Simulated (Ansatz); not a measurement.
Si3Mo5: Field gradients at the nuclei

The cell is a computed structure from the Materials Project (it need not be an observed phase).

Space group P6_3/mcm (No. 193); a = 7.3200, c = 5.0677 Å, γ = 120.00°.

| site | Wyckoff | site symmetry | x | y | z |
| --- | --- | --- | --- | --- | --- |
| Si | 6g | m2m | 0.3929 | 0.3929 | 0.7500 |
| Mo7 | 4d | 3.2 | 0.6667 | 0.3333 | 0.0000 |
| Mo11 | 6g | m2m | 0.7602 | 0.7602 | 0.7500 |

One atom of each set is listed.

All values are calculated (Ansatz; DFT, r2SCAN, plane waves and PAW, scalar-relativistic, 500 eV cutoff, Γ-centred 5×5×7 k-points, Fermi–Dirac smearing 0.05 eV), not measured.

V_zz is the principal component of the electric field gradient with the largest magnitude, η = (V_xx − V_yy)/V_zz and C_Q = eQV_zz/h.

95Mo: I = 5/2, Q = -22.00 mb. Quadrupole moments are those of Pyykkö's year-2017 table.

Task: What field gradients does the calculation give at each kind of site?

Result: 

```csv
site,atoms,first shell,"V_xx, V_yy, V_zz (10²¹ V/m²)",η,C_Q (MHz)
Si,6,"9 Mo at 2.51–2.77 Å, 2 Si at 2.98 Å","-0.73, -2.85, 3.57",0.59,–
Mo7,4,"2 Mo at 2.53 Å, 6 Si at 2.59 Å","2.78, 2.78, -5.56",0.00,2.96
Mo11,6,"5 Si at 2.51–2.77 Å, 10 Mo at 3.04–3.11 Å","1.01, 4.07, -5.08",0.60,2.70
```

An axis of threefold or higher order runs through Mo7, so V_zz lies along it and η is zero.

Si has no stable isotope with a ground-state quadrupole moment in the table, so no C_Q is given.

At this cell the principal stresses reach 5 GPa in size with r2SCAN, which can matter for small gradients. With no gap above 0.1 eV, as in a metal, the gradients converge slowly in k; expect changes of a tenth or more on a denser mesh. Without spin–orbit coupling (the program notes it for Mo) the gradients can shift somewhat, as the gap is small.
